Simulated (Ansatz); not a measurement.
**MgO: a single-point run**

Wanted: a converged single-point run for MgO, and a check of what comes out. The structure is shown as the input types it. The cell is built on a prototype (CsCl type) and needn't be the phase found in nature.

Computed with Ansatz 0.2.0 (density functional or hybrid calculation with the settings of its input, plane waves, unless a step's input says otherwise).

1 further run of the same task is left out (it didn't finish).

## Step 1: Starting point

Symmetry: Pm-3m, No. 221, cubic system. The conventional cell has a = 2.623 Å, b = 2.623 Å, c = 2.623 Å, α = 90.00°, β = 90.00°, γ = 90.00°. Mg (site symmetry m-3m) is surrounded by 8 O at 2.27 Å. O (site symmetry m-3m) has 8 Mg at 2.27 Å as nearest neighbours.

Coordinates:

```
CELL_PARAMETERS angstrom
2.62335 0.00000 0.00000
0.00000 2.62335 0.00000
0.00000 0.00000 2.62335
ATOMIC_POSITIONS crystal
Mg 0.00000 0.00000 0.00000
O 0.50000 0.50000 0.50000
```

## Step 2: The run

The input, input.yaml:

```yaml
crystal:
  lattice:
    - [2.6233491278, 0.0, 0.0]
    - [0.0, 2.6233491278, 0.0]
    - [0.0, 0.0, 2.6233491278]
  atoms:
    - { symbol: Mg, position: [0.0, 0.0, 0.0] }
    - { symbol: O, position: [0.5, 0.5, 0.5] }
kpoints:
  mp_grid: { grid: [6, 6, 6] }
hamiltonian:
  xc: r2scan
scf:
  occupations: { method: methfessel_paxton, width: 4 }
  n_extra_bands: 4
output:
  forces: true
  stress: true
  eigenvalues: true
```

Launch:

```bash
> ansatz run input.yaml --threads 4 --pin off --max-ram 3686MiB --backend cpu --events-out ev --progress --plain --runs-dir out
```

What happens when this is run?

The program finished normally. That alone doesn't make the input a sound one.

In the input, scf.occupations.width is 4. The width is far wider than usual, so occupations near the Fermi level are blurred and the entropy term grows.

Run again and compare: set scf.occupations.width to 0.2.
